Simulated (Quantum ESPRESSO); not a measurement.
Runs of Quantum ESPRESSO 7.5 on MnS. The structure is cubic, space group F-43m (No. 216). Conventional cell: a = 4.947 Å, b = 4.947 Å, c = 4.947 Å, α = 90.00°, β = 90.00°, γ = 90.00°. Around Mn (site symmetry -43m) lie 4 S at 2.14 Å. S (site symmetry -43m) is surrounded by 4 Mn at 2.14 Å. The cell is a database's computed one.

```tsv
task	level	potentials or basis	cell	form of the LDA correlation	gap on the mesh (eV)	pressure (GPa)	moment (μB)	V0 of scaled cells (Å³/atom)	B0 (GPa)
equation of state	PBEsol	GBRV 1.5 PBEsol	as given	-	-	-	-	14.82	(b)
band structure	PBEsol	GBRV 1.5 PBEsol	as given	-	none	-3.2	(c)	-	-
single point	PBEsol	GBRV 1.5 PBEsol	atoms moved at random, drawn with an rms of 0.05 Å	-	none	-2.2	0.24	-	-
equation of state	LDA	GBRV 1.5 LDA	as given	PZ81	-	-	-	14.45	(a)
band structure	LDA	GBRV 1.5 LDA	as given	PZ81	none	-7.0	0.10	-	-
```

Alike in all rows: spin collinear, ferromagnetic start; k mesh 9 × 9 × 9; cutoff (eV) 612; smearing fermi-dirac 0.05 eV.

Question: Fill in the values left out.

Answer: (a) 163; (b) 150; (c) 0.23.

Caveats: the moment fell far below its start of 4 μB, so a state of higher moment may lie lower in energy (some runs); semilocal functionals often make such compounds metallic where correlation or magnetic order opens a gap, which also shifts bond lengths (some runs).

A gap of «none» marks a metal or a gap under the smearing width.
